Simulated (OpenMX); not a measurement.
# HgTe (Coloradoite) in OpenMX: the effect of volume scale

The system is HgTe (Coloradoite).

```
Hg Te
1.0
     0.00000    3.08040    3.08040
     3.08040    0.00000    3.08040
     3.08040    3.08040    0.00000
Hg Te
1 1
Cartesian
  0.0000 0.0000 0.0000
  4.6206 4.6206 4.6206
```

Alike in all runs:

```yaml
Program: OpenMX 3.8.5
Task: band structure
Functional: PBE
Potentials_or_basis: OpenMX 2013 PBE set, Hg8.0-s3p2d2f1, Te7.0-s3p2d2f1, grid cutoff 500 Ry
k_mesh: 5 × 5 × 5
Occupations: fermi-dirac, width 0.05 eV
Spin: no spin polarisation
```

```tsv
volume scale	pressure (GPa)
0.88	16.8
0.92	12.7
0.96	9.4
1	6.8
1.04	4.5
1.08	?
```

Problem. What does the run with volume scale 1.08 give?

Solution. Pressure 2.8 GPa.

Worked out: A parabola through the other rows of the pressure, of slope -30.2 GPa per unit of volume scale there, extrapolates to 3.0 GPa, against the run's 2.8.

Caveats: the basis of atomic orbitals isn't converged, which shifts pressures, moduli and gaps.
